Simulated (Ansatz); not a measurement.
# Moving the knobs of a GW run on KI (Fm-3m)

Aim: change settings of a G0W0 run on KI (Fm-3m) and see what moves.

Program: Ansatz 0.2.0. Level of theory: G0W0 on PBE, plane waves, PAW. Results are calculated unless marked as measured.

### 1. The starting structure

Symmetry: Fm-3m, No. 225, cubic system. Conventional cell: a = 7.066 Å, b = 7.066 Å, c = 7.066 Å, α = 90.00°, β = 90.00°, γ = 90.00°. Nearest to K lie 6 I at 3.53 Å. Nearest to I lie 6 K at 3.53 Å. Farther neighbours and most contacts between anions are not listed.

The cell and positions come from the Crystallography Open Database and are kept as given unless a step says otherwise. Spin-orbit coupling is left out unless a step names it. The default PAW set here is soft_2. Its files were made with PBE.

### 2. The base run: 4×4×4 mesh, 263 empty bands, screening to 120 eV

Now the one-shot GW correction: screening in the RPA, then the self-energy of the levels asked for.

input.yaml

```yaml
crystal:
  lattice:
    - [0.0, 3.532775, 3.532775]
    - [3.532775, 0.0, 3.532775]
    - [3.532775, 3.532775, 0.0]
  atoms:
    - { symbol: K, position: [0.0, 0.0, 0.0] }
    - { symbol: I, position: [0.5, 0.5, 0.5] }
kpoints:
  mp_grid: { grid: [4, 4, 4] }
hamiltonian:
  xc: pbe
scf:
  occupations: { method: fixed }
gw:
  n_empty_bands: 263
  ecut_chi: 120
  qp_bands: [v2, c2]
  qp_kpoints: band_edges
  screening: { model: contour_deformation }
```

Run with:

```sh
$ ansatz run input.yaml --threads 3 --pin off --max-ram 92160MiB --backend cuda --events-out ev --progress --plain --runs-dir out --devices 1 --max-vram 13GiB
```

Numbers of over 12 decimals in the logs are rounded to 6 here.

Output:

```text
GPUs: using 1 of 1 available (devices: 1).
Engine: ansatz 0.2.0, x86_64-unknown-linux-gnu
Pseudopotentials: kind: paw
Pseudopotential: K, paw, valence charge 9, recommended cutoff 420 eV (normal), K.paw.azcp
Pseudopotential: I, paw, valence charge 17, recommended cutoff 420 eV (normal), I.paw.azcp
Functional definition: PBE
  parameter kappa = 0.804
  parameter beta = 0.066725
  exchange = pbe_x(kappa = kappa, mu = beta*pi^2/3)
  correlation = pbe_c(beta = beta)
device memory: the entry about to start is reckoned to put 1.1 GiB on a device that reports 45.0 GiB free (of which the cap on the GPU budget leaves the run 13.0 GiB)
GPU FFT provider: cuFFT
GPU libraries: cuBLAS 13.8.2, cuFFT 12.4.0, cuSOLVER 12.3.4
Crystal: 2 atoms, lattice volume = 88.182 Å³
Basis set: ecut = 420 eV, 1759 PW (Γ)
Bands: 17, of which v1, the nominal top of the filled ones, is band 13 counted from 1 (12 counted from 0)
Symmetry: 48 space group operations
Space group: Fm-3m (ITA 225), of the structure as read, at distance tolerance 4.5e-5 Å
k-points: 8 of 64
Non-local potential: K, projectors of the file, l = 0: 3, l = 1: 2, l = 2: 2
Non-local potential: I, projectors of the file, l = 0: 2, l = 1: 2, l = 2: 2, l = 3: 2
PAW form: soft (Blöchl's): semilocal exchange-correlation on the pseudo side does not see the compensation charge
PAW one-centre angular grid: K, 110 points (default); XC on 64 Gauss nodes
PAW one-centre angular grid: I, 590 points (default); XC on 64 Gauss nodes
Initial density: superposition of atomic densities (neutral atoms: chi_scale 0, normalization atom), corrected by the library's trained network
Initial wavefunctions: pseudopotential atomic-orbital guess
GPU buffer pool allocated for 46656 grid points (all kernels)
GPU transforms: local potential and band sums: pruned to the plane-wave sphere, on 36×36×36
Functional: x = pbe(κ = 0.804, μ = 0.219515), c = pbe(β = 0.066725)
SCF iter   1: F=—  HF=-9053.689555 eV  |F-HF|=—  |Δ(HF+E_count)|=         —  Δρ=2.60e-4  dr2=7.32e-5  ethr=1.77e-3  ⟨swp⟩=5.4  Hψ=632  notcnv=0  defer=13
preconditioner: auto → none  [insulator: Δε(μ)=3.960 eV  Ē_g=13.738 eV  n_scr=14 (ndim 8)  ℏωp=14.8 eV  f_vac=0.139  ε∞_Penn≈2.2]
SCF iter   2: F=—  HF=-9053.689149 eV  |F-HF|=—  |Δ(HF+E_count)|=   4.06e-4  Δρ=3.39e-4  dr2=2.04e-4  ethr=2.81e-7  ⟨swp⟩=3.2  Hψ=386  notcnv=0  defer=14
SCF iter   3: F=—  HF=-9053.689086 eV  |F-HF|=—  |Δ(HF+E_count)|=   6.24e-5  Δρ=1.78e-4  dr2=5.31e-5  ethr=2.81e-7  ⟨swp⟩=2.1  Hψ=240  notcnv=0  defer=15
SCF iter   4: F=—  HF=-9053.689077 eV  |F-HF|=—  |Δ(HF+E_count)|=   9.61e-6  Δρ=1.66e-5  dr2=2.27e-7  ethr=2.04e-7  ⟨swp⟩=2.0  Hψ=252  notcnv=0  defer=16
iter 5 did not close the SCF: its close was put off for the readings that it lacked (scf_convergence_deferred on its scf_iter line)
[...]
NSCF: frozen V_eff on 8 k-points
G₀W₀ screening: q 1/8
[... further progress lines ...]
device memory: the entry about to start is reckoned to put 0.4 GiB on a device that reports 44.6 GiB free (of which the cap on the GPU budget leaves the run 13.0 GiB)
NSCF: frozen V_eff on 1 k-points
SCF converged after 6 iterations
Free energy (F): -9053.689078 eV
Harris-Foulkes:  -9053.689078 eV  (|F-HF|=3.74e-8)
Internal energy: -9053.689078 eV  (E = F + TS)
E sigma→0 (E₀):  -9053.689078 eV
Fermi energy:    2.267639 eV
--- Per-component energies (eV) ---
  E_band       = -521.527736
  E_kinetic    = 443.099407
  E_local      = -2830.562170  (includes V_loc(G=0)·N_el)
  E_nonlocal   = -77.388112
  E_hartree    = 1342.127182
  E_xc         = -263.478542
  E_vxc        = -293.793877  (∫ρ·V_xc dr)
  E_paw        = -5599.054478  (= ΣΔE_a)
  E_vpaw       = -447.126926  (= ΣTr[D̂ρ^β])
  E_aug_tail   = -0.000007  (compensation charges beyond the density's cutoff)
  E_ewald      = -2068.432357
  E_smearing   = -0.000000  (= −TS)
  E_closure    = 0.000000  (closes the sum)
  Σ components = -9053.689078   (vs F -9053.689078, Δ=0.00e0)
--- Band table (eV; the first three rows and the last of 8) ---
  k-point 0: bands = [... 9 lower, -8.2339, 2.2676, 2.2676, 2.2676, 6.2342, 8.7740, 8.7740, 8.7740]
  k-point 1: bands = [... 9 lower, -8.0914, 1.5091, 2.0914, 2.0914, 7.3291, 8.8465, 9.3824, 9.3824]
  k-point 2: bands = [... 9 lower, -7.9566, 0.9497, 1.9315, 1.9315, 7.7954, 9.9767, 10.4316, 10.4316]
  k-point 7: bands = [... 9 lower, -8.0325, 1.5417, 1.5417, 1.6690, 8.7387, 8.7387, 8.9137, 10.4549]
--- G₀W₀: contour deformation, 6 samples at zero and on the imaginary axis and 2 off it, 64 q-points, 263 empty bands' worth ---
  eigenvalues of the whole cell's RPA ε∞ on this k-mesh (on a slab, of 1 + 4πα/V) = 2.6397, 2.6397, 2.6397; static W/v taken at q = 0 is 0.378834
  gw.qp_kpoints: band_edges: 8 of 8 stored k-points solved, in 1 pass; an edge of the gap read off the rows below is read off those points alone
    ik  band        ε_KS         Σx   Σc(E_QP)       V_xc       Z   E_QP_lin       E_QP  E_QP is
     0    12      2.2676   -17.3234     1.5006   -14.1827  0.8004     0.5878     0.6276  root
     0    13      2.2676   -17.3234     1.5006   -14.1827  0.8004     0.5878     0.6276  root
     0    14      6.2342    -4.3249    -3.0600    -7.8581  0.8466     6.7096     6.7075  root
     0    15      8.7740    -3.8696    -3.3367    -8.2146  0.8350     9.7950     9.7822  root
     1    12      2.0914   -17.0243     1.5375   -13.8331  0.7991     0.3958     0.4377  root
     1    13      2.0914   -17.0243     1.5375   -13.8331  0.7991     0.3958     0.4377  root
     1    14      7.3291    -4.6032    -3.1221    -8.2563  0.8403     7.8632     7.8602  root
     1    15      8.8465    -4.3116    -3.3333    -8.4588  0.8302     9.6692     9.6604  root
[...]
7    12      1.5417   -16.3903     1.7134   -12.9402  0.7953    -0.2472    -0.1950  root
     7    13      1.6690   -16.4223     1.6422   -13.0755  0.7958    -0.0845    -0.0356  root
     7    14      8.7387    -4.0658    -3.2729    -8.1132  0.8313     9.5210     9.5132  root
     7    15      8.7387    -4.0658    -3.2729    -8.1132  0.8313     9.5210     9.5132  root
```

Wall time 9.9 s (1 × NVIDIA H100 80GB HBM3 (shared by 6 runs) with 3 threads of AMD EPYC 7R13 (Zen 3), shared host); peak memory 1.2 GiB.

Numbers from this step:

| Item | Value |
| --- | --- |
| bands summed | 276 |
| RPA ε∞ on this mesh (eigenvalues) | 2.640, 2.640, 2.640 |
| plane waves in the screening matrix | 259 |
| q-points in the mesh | 64 |
| G0W0 gap on the mesh | 6.080 eV |
| k of the valence top | 0, 0, 0 |
| k of the conduction bottom | 0, 0, 0 |
| starting gap on the mesh | 3.967 eV |
| Z at the valence top | 0.8004 |
| Z at the conduction bottom | 0.8466 |
| least direct G0W0 gap on the computed points | 6.080 eV |

The gap on the mesh goes from 3.97 eV to 6.08 eV, a correction of +2.11 eV. Between the two edge states, bare exchange in place of the xc potential would open the gap by 6.67 eV, and correlation takes back 4.56 eV.

### 3. Variant: larger pair-density box

input.yaml, as its differences from that of step 2:

```diff
@@ -15,4 +15,4 @@
 gw:
-  n_empty_bands: 263
-  ecut_chi: 120
+  n_empty_bands: 200
+  ecut_chi: 100
   qp_bands: [v2, c2]
@@ -20 +20,2 @@
   screening: { model: contour_deformation }
+  ecutfock_ratio: 2
```

Output:

```text
GPUs: using 1 of 1 available (devices: 1).
[...]
GPU FFT provider: cuFFT
GPU libraries: cuBLAS 13.8.2, cuFFT 12.4.0, cuSOLVER 12.3.4
Crystal: 2 atoms, lattice volume = 88.182 Å³
Basis set: ecut = 420 eV, 1759 PW (Γ)
Bands: 17, of which v1, the nominal top of the filled ones, is band 13 counted from 1 (12 counted from 0)
[... 1 set-up line as in the run before ...]
[...]
k-points: 8 of 64
[...]
GPU buffer pool allocated for 46656 grid points (all kernels)
[...]
SCF iter   1: F=—  HF=-9053.689555 eV  |F-HF|=—  |Δ(HF+E_count)|=         —  Δρ=2.60e-4  dr2=7.32e-5  ethr=1.77e-3  ⟨swp⟩=5.4  Hψ=632  notcnv=0  defer=13
[...]
SCF iter   6: F=-9053.689078 eV  HF=-9053.689078 eV  |F-HF|=3.74e-8  |Δ(HF+E_count)|=   2.62e-8  Δρ=4.21e-6  dr2=3.32e-8  ethr=3.37e-10  ⟨swp⟩=5.9  Hψ=727  notcnv=0
SCF 1 converged in 6 iterations: F = -9053.689078 eV  dr2 = 3.32e-8
[...]
NSCF: frozen V_eff on 8 k-points
[...]
G₀W₀ screening: q 1/8
[... further progress lines ...]
[...]
SCF converged after 6 iterations
Free energy (F): -9053.689078 eV
[...]
Internal energy: -9053.689078 eV  (E = F + TS)
E sigma→0 (E₀):  -9053.689078 eV
Fermi energy:    2.267639 eV
[...]
--- Band table (eV; the first three rows and the last of 8) ---
  k-point 0: bands = [... 9 lower, -8.2339, 2.2676, 2.2676, 2.2676, 6.2342, 8.7740, 8.7740, 8.7740]
  k-point 1: bands = [... 9 lower, -8.0914, 1.5091, 2.0914, 2.0914, 7.3291, 8.8465, 9.3824, 9.3824]
  k-point 2: bands = [... 9 lower, -7.9566, 0.9497, 1.9315, 1.9315, 7.7954, 9.9767, 10.4316, 10.4316]
  k-point 7: bands = [... 9 lower, -8.0325, 1.5417, 1.5417, 1.6690, 8.7387, 8.7387, 8.9137, 10.4549]
[...]
bands read: the sum over 213 bands ends inside a degenerate multiplet in 1 slot, whose members it reads at an even weight; the widest, k=7: bands 213 to 214 (counted from 1) at 1/2 each
[...]
0    12      2.2676   -17.3234     1.5746   -14.1827  0.8009     0.6657     0.7015  root
     0    13      2.2676   -17.3234     1.5746   -14.1827  0.8009     0.6657     0.7015  root
     0    14      6.2342    -4.3249    -3.0300    -7.8581  0.8468     6.7399     6.7374  root
     0    15      8.7740    -3.8696    -3.3101    -8.2146  0.8352     9.8223     9.8089  root
     1    12      2.0914   -17.0243     1.6081   -13.8331  0.7995     0.4704     0.5084  root
     1    13      2.0914   -17.0243     1.6081   -13.8331  0.7995     0.4704     0.5084  root
     1    14      7.3291    -4.6032    -3.0881    -8.2563  0.8406     7.8976     7.8942  root
     1    15      8.8465    -4.3116    -3.3003    -8.4588  0.8305     9.7030     9.6934  root
[...]
7    12      1.5417   -16.3903     1.7746   -12.9402  0.7957    -0.1817    -0.1338  root
     7    13      1.6690   -16.4223     1.7050   -13.0755  0.7962    -0.0176     0.0272  root
     7    14      8.7387    -4.0658    -3.2424    -8.1132  0.8315     9.5523     9.5438  root
     7    15      8.7387    -4.0658    -3.2424    -8.1132  0.8315     9.5523     9.5438  root
```

It took 11 s on 1 × NVIDIA H100 80GB HBM3 (shared by 6 runs) with 3 threads; peak memory 1.1 GiB.

The G0W0 gap on the mesh is 6.036 eV.

Against the base:

```
              setting  base  variant
          empty bands   263      200
screening cutoff (eV)   120      100
       ecutfock ratio     -        2
```

```
                                    quantity  variant   base
                    starting gap on the mesh    3.967  3.967
                        G0W0 gap on the mesh    6.036  6.080
least direct G0W0 gap on the computed points    6.036  6.080
                        Z at the valence top    0.801  0.800
                  Z at the conduction bottom    0.847  0.847
```

### 4. Summary of results

```
base                    : 6.08 eV, 9.9 s
larger pair-density box : 6.04 eV, 11 s
```

**Reading.** Larger pair-density box: the gap moves by −0.04 eV. The variant differs from the base in empty bands, screening cutoff and ecutfock ratio together, so the change can't be laid to one of them. All runs here use a coarse mesh and modest cutoffs; they test settings and are not final values. The many-body steps are scalar-relativistic: spin-orbit coupling is not in them.

[Paths, hosts, dates, memory and timing lines, banners, echoed tables and standing remarks are left out of the program output.]

[Logs are printed without paths, hosts, clocks, repeated set-up lines and the standing remarks that a program may print on its own settings, such as how far it seeks lower states.]

[Runs of the session that timed out or met a known fault of the program may be left out.]

[Cells called generated may have been cut or substituted from an entry of the Crystallography Open Database or the Materials Project.]

[Hosts, paths, dates, database ids (printed as entryN), source tags and the programs' standing remarks are cut or masked in the printed files.]
